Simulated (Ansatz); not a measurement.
**Relaxation path: Cr (hcp type)**

DFT, PBE, PAW with Ansatz's default frozen-core files, scalar-relativistic (Ansatz 0.2.0); a Γ-centred 19×19×10 k mesh, Fermi–Dirac smearing of 0.08 eV, spin-polarised from start moments Cr1 2, Cr2 2 μB. The run relaxes shape and atoms at held volume.

Command: `ansatz run input.yaml --threads 1 --pin off --max-ram 3072MiB --backend cpu --events-out ev --progress --plain --runs-dir out` It took 44 s on 1 thread of Arm Neoverse V1, on a shared host, peak memory 0.39 GiB.

```yaml
crystal:
  lattice:
    - [1.9063788226, 0.0, 0.0]
    - [-0.9531894113, 1.6509724896, 0.0]
    - [0.0, 0.0, 3.4092675545]
  atoms:
    - { symbol: Cr, position: [0.3333333333, 0.6666666667, 0.25], spin: 2.0 }
    - { symbol: Cr, position: [0.6666666667, 0.3333333333, 0.75], spin: 2.0 }
magnetization:
  spin_polarized: true
kpoints:
  mp_grid: { grid: [19, 19, 10] }
scf:
  occupations: { method: fermi_dirac, width: 0.08 }
hamiltonian:
  xc: pbe
  pseudopotentials: { kind: paw }
output:
  forces: true
  stress: true
  write_density: true
  write_potential: true
  elf: true
  volumetric_format: npy
relax:
  f_tol: 0.005
  max_steps: 30
  cell: { stress_tol: 0.64, fix: [volume] }
```

Each step lists its free energy a cell above the last geometry, the pressure, the cell vectors (Å), and Cartesian positions (Å) with forces (eV/Å).

The first step:

```
step 1  dF = 267.67 meV  P = 836.6 GPa
  cell 1.9064 0.0000 0.0000  -0.9532 1.6510 0.0000  0.0000 0.0000 3.4093
  Cr 0.0000 1.1006 0.8523   0.0000 0.0000 0.0000
  Cr 0.9532 0.5503 2.5570   0.0000 0.0000 0.0000
```

Antiferromagnetic order, which Cr and Mn prefer near zero pressure, wasn't tried. The start moments died away, and the runs ended non-magnetic.

Question: Where does the relaxation end, and by which steps?

Answer: After 4 geometries, with conventional a, b, c = 1.978, 1.978, 3.168 Å, at 5.365 Å³/atom and 825.8 GPa in space group P6_3/mmc, with a shortest distance of 1.953 Å and a cell moment of 0.00 μB. The further steps:
```
step 2  dF = 124.72 meV  P = 829.7 GPa
  cell 1.9274 0.0000 0.0000  -0.9637 1.6692 0.0000  0.0000 0.0000 3.3353
  Cr 0.0000 1.1128 0.8338   0.0000 0.0000 0.0000
  Cr 0.9637 0.5564 2.5015   0.0000 0.0000 0.0000
step 3  dF = 9.11 meV  P = 825.6 GPa
  cell 1.9641 0.0000 0.0000  -0.9820 1.7009 0.0000  0.0000 0.0000 3.2119
  Cr 0.0000 1.1340 0.8030   0.0000 0.0000 0.0000
  Cr 0.9820 0.5670 2.4089   0.0000 0.0000 0.0000
step 4  dF = 0.00 meV  P = 825.9 GPa
  cell 1.9778 0.0000 0.0000  -0.9889 1.7128 0.0000  0.0000 0.0000 3.1676
  Cr 0.0000 1.1419 0.7919   0.0000 0.0000 0.0000
  Cr 0.9889 0.5709 2.3757   0.0000 0.0000 0.0000
step 5  dF = -0.88 meV  P = 825.8 GPa  (same geometry on a basis chosen anew; earlier energies don't compare to the last digit)
  cell 1.9778 0.0000 0.0000  -0.9889 1.7128 0.0000  0.0000 0.0000 3.1676
  Cr 0.0000 1.1419 0.7919   0.0000 0.0000 0.0000
  Cr 0.9889 0.5709 2.3757   0.0000 0.0000 0.0000
```
